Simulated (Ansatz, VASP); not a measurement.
BN in VASP and in Ansatz

Contents of INCAR:

```
SYSTEM = BN
  PREC = Accurate
  ENCUT = 520
  EDIFF = 1E-6
  ISMEAR = 0
  SIGMA = 0.05
  LREAL = .False.
  LASPH = .True.
  NELM = 60
  ALGO = Normal
  ISIF = 2
  LWAVE = .False.
  LCHARG = .False.
  GGA = PE
  IVDW = 12
  NBANDS = 11
```

Contents of KPOINTS:

```
regular mesh
0
Gamma
  12 12 12
  0 0 0
```

The input POSCAR:

```
BN
1.0
    0.0000000000      3.3394821895      2.1688319106
    1.2538424675      0.0000000000      2.1688319106
    1.2538424675      3.3394821895      0.0000000000
B N
1 1
Direct
    0.0001068737      0.0001068737      0.9998931263
    0.6665931163      0.6665931163      0.3334068837
```

Input for Ansatz:

```yaml
crystal:
  lattice:
    - [0.0, 3.3394821895, 2.1688319106]
    - [1.2538424675, 0.0, 2.1688319106]
    - [1.2538424675, 3.3394821895, 0.0]
  atoms:
    - { symbol: B, position: [0.0001068737, 0.0001068737, 0.9998931263] }
    - { symbol: "N", position: [0.6665931163, 0.6665931163, 0.3334068837] }
basis:
  ecutwfc: 420
kpoints:
  mp_grid: { grid: [12, 12, 12] }
hamiltonian:
  xc: pbe
  dispersion: d3bj
scf:
  occupations: { method: gaussian, width: 0.05 }
output:
  forces: true
  stress: true
  eigenvalues: true
  write_density: true
  write_potential: true
  elf: true
  volumetric_format: npy
```

Measurements of this composition are mostly on another form, of space group No. 194.

Alike in both runs: task single point; functional PBE; dispersion D3(BJ); k mesh 12 × 12 × 12; occupations gaussian, width 0.05 eV; no spin polarisation.

```csv
,VASP,Ansatz
version,VASP 6.6.1,Ansatz 0.2.0
potentials or method,"VASP PAW PBE potentials, release 64 (B, N)","scalar-relativistic, plane waves, PAW"
plane-wave cutoff (eV),520,420
valence electrons in the cell,8,8
```

```csv
,VASP,Ansatz,Ansatz less VASP
gap on the k mesh at the Fermi level (eV),3.65,3.66,+0.008
least direct gap on the mesh (eV),4.53,4.53,+0.003
pressure (GPa),0.1,0.0,-0.07
largest component of the traceless stress (GPa),0.22,0.02,-0.202
```

A k mesh can miss the band edges.
